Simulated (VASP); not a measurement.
## Mg$_{2}$Ge in VASP 6.6.1, single-point calculation

INCAR

```
LASPH = .TRUE.
SIGMA = 0.02
ENCUT = 520
IVDW = 11
LREAL = .FALSE.
NBANDS = 16
NELM = 120
LMAXMIX = 6
LWAVE = .FALSE.
ISIF = 2
GGA = PE
IBRION = -1
EDIFF = 1E-7
ISMEAR = -1
PREC = Accurate
LCHARG = .FALSE.
NSW = 0
```

KPOINTS

```
KPOINTS created by Atomic Simulation Environment
0
Gamma
8 8 8
0 0 0
```

POSCAR

```
Ge Mg
 1.0000000000000000
     0.0000000000000000    3.3104252870000002    3.3104252870000002
     3.3104252870000002    0.0000000000000000    3.3104252870000002
     3.3104252870000002    3.3104252870000002    0.0000000000000000
 Ge  Mg
   1   2
Cartesian
  0.0000000000000000  0.0000000000000000  0.0000000000000000
  1.6552126435000001  1.6552126435000001  1.6552126435000001
  4.9656379304999998  4.9656379304999998  4.9656379304999998
```

The recommended PBE PAW datasets give the neutral cell 18 valence electrons.

Command

```
mpirun -np 1 vasp_std
```

Q: How does this run end, and what does it give?

A: It converged. Results: gap between bands v and c on the k mesh 0.23 eV; least direct gap on the k mesh 0.45 eV; pressure -5.2 GPa. Band v is the last that the valence electrons fill when counted band by band, and c is the next.

OSZICAR

```
N       E                     dE             d eps       ncg     rms          rms(c)
DAV:   1     0.845950255360E+02    0.84595E+02   -0.86620E+03   992   0.179E+03
DAV:   2     0.267874162700E+01   -0.81916E+02   -0.78802E+02  1016   0.406E+02
DAV:   3    -0.840287838863E+01   -0.11082E+02   -0.11044E+02  1168   0.900E+01
DAV:   4    -0.875104094101E+01   -0.34816E+00   -0.34811E+00  1144   0.162E+01
DAV:   5    -0.875882508784E+01   -0.77841E-02   -0.77839E-02  1240   0.265E+00    0.308E+00
DAV:   6    -0.834480963931E+01    0.41402E+00   -0.49636E-01  1144   0.358E+00    0.156E+00
DAV:   7    -0.827084034415E+01    0.73969E-01   -0.24955E-01  1152   0.302E+00    0.551E-01
DAV:   8    -0.827189106154E+01   -0.10507E-02   -0.22162E-02  1192   0.211E+00    0.115E-01
DAV:   9    -0.827158895333E+01    0.30211E-03   -0.23450E-03  1208   0.775E-01    0.354E-02
DAV:  10    -0.827160898865E+01   -0.20035E-04   -0.11342E-04  1120   0.662E-02    0.115E-02
DAV:  11    -0.827162486718E+01   -0.15879E-04   -0.33370E-05   976   0.482E-02    0.556E-03
DAV:  12    -0.827162448842E+01    0.37877E-06   -0.33170E-06  1232   0.228E-02    0.201E-03
DAV:  13    -0.827162445179E+01    0.36629E-07   -0.49116E-07   992   0.342E-03
   1 F= -.88730423E+01 E0= -.88730377E+01  d E =-.926012E-05
```

For comparison, a separate PBE run of the intended cell, on usual settings and not on those above, gives a gap of 0.23 eV on its mesh and a pressure of -3.9 GPa.
